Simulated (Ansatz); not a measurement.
NaCl: stiffness from a series of strains

```xyz
2
Lattice="2.8600 0.0000 0.0000 0.0000 2.8600 0.0000 0.0000 0.0000 2.8600" Properties=species:S:1:pos:R:3 pbc="T T T"
Na    0.0000    0.0000    0.0000
Cl    1.4300    1.4300    1.4300
```

Atom numbers follow the list: Na1, Cl2.

The conventional cell has a = 2.860 Å, b = 2.860 Å, c = 2.860 Å, α = 90.00°, β = 90.00°, γ = 90.00°. Na (atom 1) has 8 Cl at 2.48 Å as nearest neighbours. Around Cl (atom 2) lie 8 Na at 2.48 Å.

The cell comes from COD entry 2104025, which wasn't checked; take it as a given geometry.

Computed with Ansatz 0.2.0, DFT, PBEsol, all-electron LAPW, scalar-relativistic.

Sampling and basis: a Γ-centred 9×9×9 k mesh, Fermi–Dirac smearing of 0.03 eV, basis error target 0.5 meV/atom, no spin polarisation.

The strain is applied along the Cartesian axes of the cell as listed (the other components stay zero). Fractional coordinates are held (clamped ions).

σ is the change of stress from the unstrained cell, which is at 59.4 GPa; tension is positive, so slopes are stress–strain coefficients at that pressure.

Only quantities that a quadratic follows smoothly over the whole series are listed; rougher ones are left out.

| εzz | σzz (GPa) | σxx (GPa) |
| --- | --- | --- |
| -0.0200 | -8.81 | -3.28 |
| 0.0000 | 0.00 | 0.00 |
| 0.0100 | 4.02 | 1.55 |
| 0.0200 | 7.81 | 3.03 |

Q: Fit the series and read off the stiffness at zero strain.

A: Least-squares fits y = p0 + p1 x + p2 x² to the rows give σzz (GPa): p1 = 415, p2 = -1200; σxx (GPa): p1 = 158, p2 = -320. So C11 = 415 GPa and C12 = 158 GPa, which gives B = (C11 + 2 C12)/3 = 244 GPa.

Q: One run, at εzz = -0.0100, is withheld. Predict its row.

A: The fits give -4.28, -1.61; the run gave -4.27, -1.61.
